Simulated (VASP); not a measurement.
# Sc (R-3m) in VASP: a series of runs

One crystal, Sc, is run at these levels: LDA; tasks: electric field gradients.

Everything below comes from runs of VASP 6.6.1. Logs are shortened: lines on timing, memory, paths and dates and some standing lists are left out, and cuts for length are marked.

## 1. The cell of the first run

It takes space group R-3m (No. 166, trigonal). Conventional cell: a = 3.274 Å, b = 3.274 Å, c = 8.141 Å, α = 90.00°, β = 90.00°, γ = 120.00°. Sc (site symmetry -3m) is surrounded by 12 Sc at 3.27 to 3.31 Å.

This isn't the form of Sc at room conditions, which is hcp.

## 2. Electric field gradients, LDA (equal xy, yz and zx shear strains of +1 %, crystal datasets)

Contents of INCAR:

```
ALGO = Normal ; EDIFF = 1E-8
ENCUT = 520 ; ISIF = 2
ISMEAR = -1 ; LASPH = True
LCHARG = False ; LEFG = True
LREAL = False ; LWAVE = False
NBANDS = 12 ; NELM = 60
PREC = Accurate ; SIGMA = 0.08
```

Contents of KPOINTS:

```
k-points
0
Gamma
  13 13 13
```

Contents of POSCAR:

```
Sc
1.0
    0.0232684620      2.3384804357      2.3384804357
    2.3384804357      0.0232684620      2.3384804357
    2.3384804357      2.3384804357      0.0232684620
Sc
1
Direct
    0.0000000000      0.0000000000      0.0000000000
```

Potentials or basis: VASP PAW LDA potentials, release 64 (Sc_sv).

On the command line:

```console
$ cat potpaw_LDA.64/Sc_sv/POTCAR > POTCAR
$ mpirun -np 1 vasp_std > vasp.out
```

OUTCAR:

```text
EDIFF = 1E-8
   ENCUT = 520
   ISIF = 2
   ISMEAR = -1
   LASPH = True
   LREAL = False
   NELM = 60
   PREC = Accurate

 ion  position               nearest neighbor table
   1  0.000  0.000  0.000-

  LATTYP: Found a trigonal (rhomboedric) cell.
 ALAT       =     3.3071926036
 COS(alpha) =     0.5099250055

  Lattice vectors:

 A1 = (   0.0232684620,   2.3384804357,   2.3384804357)
 A2 = (   2.3384804357,   0.0232684620,   2.3384804357)
 A3 = (   2.3384804357,   2.3384804357,   0.0232684620)

Analysis of symmetry for initial positions (statically):
=====================================================================
 Subroutine PRICEL returns:
 Original cell was already a primitive cell.

 Routine SETGRP: Setting up the symmetry group for a
 trigonal (rhombohedral) supercell.

 Subroutine GETGRP returns: Found 12 space group operations
 (whereof 12 operations were pure point group operations)
 out of a pool of 12 trial point group operations.

The static configuration has the point symmetry D_3d.

Analysis of symmetry for dynamics (positions and initial velocities):
=====================================================================
 Subroutine PRICEL returns:
 Original cell was already a primitive cell.

 Routine SETGRP: Setting up the symmetry group for a
 trigonal (rhombohedral) supercell.

 Subroutine GETGRP returns: Found 12 space group operations
 (whereof 12 operations were pure point group operations)
 out of a pool of 12 trial point group operations.

The dynamic configuration has the point symmetry D_3d.

 Subroutine INISYM returns: Found 12 space group operations
 (whereof 12 operations are pure point group operations),
 and found     1 'primitive' translations

----------------------------------------------------------------------------------------

                                     Primitive cell

  volume of cell :      25.1942

  direct lattice vectors                    reciprocal lattice vectors
     0.023268462  2.338480436  2.338480436    -0.217032070  0.214893823  0.214893823
     2.338480436  0.023268462  2.338480436     0.214893823 -0.217032070  0.214893823
     2.338480436  2.338480436  0.023268462     0.214893823  0.214893823 -0.217032070

  length of vectors
     3.307192604  3.307192604  3.307192604     0.373445618  0.373445618  0.373445618

  position of ions in fractional coordinates (direct lattice)
     0.000000000  0.000000000  0.000000000

  ion indices of the primitive-cell ions
   primitive index   ion index
                 1           1

----------------------------------------------------------------------------------------

 KPOINTS: k-points

Automatic generation of k-mesh.
 Grid dimensions read from file:
 generate k-points for:   13   13   13

 Generating k-lattice:

  Cartesian coordinates                     Fractional coordinates (reciprocal lattice)
    -0.016694775  0.016530294  0.016530294     0.076923077 -0.000000000 -0.000000000
     0.016530294 -0.016694775  0.016530294    -0.000000000  0.076923077 -0.000000000
     0.016530294  0.016530294 -0.016694775    -0.000000000 -0.000000000  0.076923077

  Length of vectors
     0.028726586  0.028726586  0.028726586

  Shift w.r.t. Gamma in fractional coordinates (k-lattice)
     0.000000000  0.000000000  0.000000000

 Subroutine IBZKPT returns following result:
 ===========================================

 Found    231 irreducible k-points:

 Following reciprocal coordinates:
            Coordinates               Weight
  0.000000  0.000000  0.000000      1.000000
  0.076923  0.000000 -0.000000      6.000000
  0.153846 -0.000000 -0.000000      6.000000
  0.230769  0.000000 -0.000000      6.000000
  0.307692 -0.000000 -0.000000      6.000000
  0.384615  0.000000  0.000000      6.000000
[... 16 lines left out ...]
  0.384615  0.153846 -0.000000     12.000000
  0.461538  0.153846 -0.000000     12.000000
 [... further k-points ...]
   k-points           NKPTS =    231   k-points in BZ     NKDIM =    231   number of bands    NBANDS=     12
   number of dos      NEDOS =    301   number of ions     NIONS =      1
   total plane-waves  NPLWV =  21952
   dimension x,y,z NGX =    28 NGY =   28 NGZ =   28
   dimension x,y,z NGXF=    56 NGYF=   56 NGZF=   56
   ions per type =               1
   NGX,Y,Z   is equivalent  to a cutoff of  14.08, 14.08, 14.08 a.u.
   NGXF,Y,Z  is equivalent  to a cutoff of  28.15, 28.15, 28.15 a.u.
 SYSTEM =  unknown system
   PREC   = accura    normal or accurate (medium, high low for compatibility)
   ISTART =      0    job   : 0-new  1-cont  2-samecut
   ICHARG =      2    charge: 1-file 2-atom 10-const
   ISPIN  =      1    spin polarized calculation?
   LNONCOLLINEAR =      F non collinear calculations
   LSORBIT =      F    spin-orbit coupling
   LASPH  =      T    aspherical Exc in radial PAW
   ENCUT  =  520.0 eV  38.22 Ry    6.18 a.u.   6.15  6.15  6.15*2*pi/ulx,y,z
   NELM   =     60;   NELMIN=  2; NELMDL= -5     # of ELM steps
   EDIFF  = 0.1E-07   stopping-criterion for ELM
   LREAL  =      F    real-space projection
   EDIFFG = 0.1E-06   stopping-criterion for IOM
   NSW    =      0    number of steps for IOM
   IBRION =     -1    ionic relax: 0-MD 1-quasi-New 2-CG
   NFREE  =      0    steps in history (QN), initial steepest desc. (CG)
   ISIF   =      2    stress and relaxation
   ISYM   =      2    0-nonsym 1-usesym 2-fastsym
   POTIM  = 0.5000    time-step for ionic-motion
   TEBEG  =    0.0;   TEEND  =   0.0 temperature during run
   PSTRESS=    0.0 pullay stress
   NELECT =      11.0000    total number of electrons
   NUPDOWN=      -1.0000    fix difference up-down
   EMIN   =  10.00;   EMAX   =-10.00  energy-range for DOS
   EFERMI =   0.00;   METHOD = LEGACY
   ISMEAR =    -1;   SIGMA  =   0.08  broadening in eV -4-tet -1-fermi 0-gaus
   EFERMI_NEDOS =   21; number of points for ismear=-14 and -15
   IALGO  =     38    algorithm
   IMIX   =      4    mixing-type and parameters
     AMIX     =   0.40;   BMIX     =  1.00
     AMIX_MAG =   1.60;   BMIX_MAG =  1.00
  volume/ion in A,a.u.               =      25.19       170.02
  Fermi-wavevector in a.u.,A,eV,Ry     =   1.241954  2.346953 20.986305  1.542450
  Thomas-Fermi vector in A             =   2.376330
   LORBIT       =      0    0 simple, 1 ext, 2 COOP (PROOUT), +10 PAW based schemes
   GGA     = CA    functional components
   LHFCALC =     F    Hartree Fock is set to
   AEXX    =    0.0000 exact exchange contribution
   IVDW    =     0    specifies the selected vdW correction
   LEPSILON=     F    determine dielectric tensor
   LRPA    =     F    only Hartree local field effects (RPA)
 non-spin polarized calculation
  energy-cutoff  :      520.00
  volume of cell :       25.19
 maximum number of plane-waves:       690
 NGX is ok and might be reduce to    28
   NGX = 13   NGY = 13   NGZ = 13

 number of electron      11.0000000 magnetization

 Free energy of the ion-electron system (eV)
  ---------------------------------------------------
  ext. energy  EPLUGINS =         0.00000000
  ---------------------------------------------------
  free energy    TOTEN  =        -6.65111139 eV

  energy without entropy =       -6.60938347  energy(sigma->0) =       -6.63024743

 E-fermi :   3.3945     XC(G=0): -10.0503

 val. band max:        3.3944416826   @ k =   0.3846   0.2308   0.0000
 cond. band min:       3.3971079710   @ k =  -0.3077   0.1538   0.1538
 fundamental gap:      0.0026662884
 Fermi energy:         3.3945367722

 k-point     1 :       0.0000    0.0000    0.0000
  band No.  band energies     occupation
      1     -45.4924      2.00000
      2     -24.2607      2.00000
      3     -24.2530      2.00000
      4     -24.2530      2.00000
      5      -1.7055      2.00000
      6       4.8052      0.00000
      7       4.9257      0.00000
      8       4.9257      0.00000
      9       6.2178      0.00000
     10       6.2178      0.00000
     11      15.8771      0.00000
     12      18.8548      0.00000
[... 331 lines left out ...]
 k-point    24 :       0.4615    0.1538   -0.0000
  band No.  band energies     occupation
      1     -45.4328      2.00000
      2     -24.5878      2.00000
      3     -24.3486      2.00000
      4     -24.3282      2.00000
      5       1.7282      2.00000
      6       3.4148      0.87379
      7       4.4861      0.00000
      8       5.1760      0.00000
      9       7.1108      0.00000
     10       7.2419      0.00000
     11      10.5608      0.00000
     12      15.2599      0.00000

 [... further k-points ...]

------------------------ aborting loop because EDIFF is reached ----------------------------------------

  FORCE on cell =-STRESS in cart. coord.  units (eV):
  Direction    XX          YY          ZZ          XY          YZ          ZX
  --------------------------------------------------------------------------------------
  -------------------------------------------------------------------------------------
  Total       -0.8723327     -0.8723327     -0.8723327     -0.0451468     -0.0451468     -0.0451468
  in kB      -55.4743416    -55.4743416    -55.4743416     -2.8710242     -2.8710242     -2.8710242
  external PRESSURE =     -55.4743416 kB  Pullay stress =       0.0000000 kB

 VOLUME and BASIS-vectors are now :
 -----------------------------------------------------------------------------
  energy-cutoff  :      520.00
  volume of cell :       25.19
      direct lattice vectors                 reciprocal lattice vectors
     0.023268462  2.338480436  2.338480436    -0.217032070  0.214893823  0.214893823
     2.338480436  0.023268462  2.338480436     0.214893823 -0.217032070  0.214893823
     2.338480436  2.338480436  0.023268462     0.214893823  0.214893823 -0.217032070

 POSITION                                       TOTAL-FORCE (eV/Angst)
 -----------------------------------------------------------------------------------
      0.00000      0.00000      0.00000        -0.000000      0.000000     -0.000000
 -----------------------------------------------------------------------------------
    total drift:                               -0.000000     -0.000000     -0.000000

  FREE ENERGIE OF THE ION-ELECTRON SYSTEM (eV)
  ---------------------------------------------------
  free  energy   TOTEN  =        -6.6511113855 eV

  energy  without entropy=       -6.6093834702  energy(sigma->0) =       -6.63024743

 Electric field gradients (V/A^2)
---------------------------------------------------------------------
 ion       V_xx      V_yy      V_zz      V_xy      V_xz      V_yz
---------------------------------------------------------------------
   1       0.000     0.000     0.000    -1.931    -1.931    -1.931
---------------------------------------------------------------------

 Electric field gradients after diagonalization (V/A^2)
 (convention: |V_zz| > |V_xx| > |V_yy|)
----------------------------------------------------------------------
 ion       V_xx      V_yy      V_zz     asymmetry (V_yy - V_xx)/ V_zz
----------------------------------------------------------------------
   1       1.931     1.931    -3.863       0.000
----------------------------------------------------------------------

           NMR quadrupolar parameters

 Cq : quadrupolar parameter    Cq=e*Q*V_zz/h
 eta: asymmetry parameters     (V_yy - V_xx)/ V_zz
 Q  : nuclear electric quadrupole moment in mb (millibarn)
----------------------------------------------------------------------
 ion       Cq(MHz)       eta       Q (mb)
----------------------------------------------------------------------
   1      -0.009       0.000       1.000
----------------------------------------------------------------------
```

Wall time 48 s (1 thread of Intel Xeon Platinum 8488C (Sapphire Rapids), shared host); peak memory 0.19 GiB.

Results:

* Free energy: -6.6511 eV
* Pressure: -5.5 GPa
* Band gap on the k mesh: none (metal or under the smearing width)

Stress tensor (GPa, compression positive):
```
-5.55 -0.29 -0.29
-0.29 -5.55 -0.29
-0.29 -0.29 -5.55
```

Electric field gradients, principal values (V/Å²):
```
atom    Vxx    Vyy     Vzz
1 Sc  1.931  1.931  -3.863
```

[end of part 1 of 2]
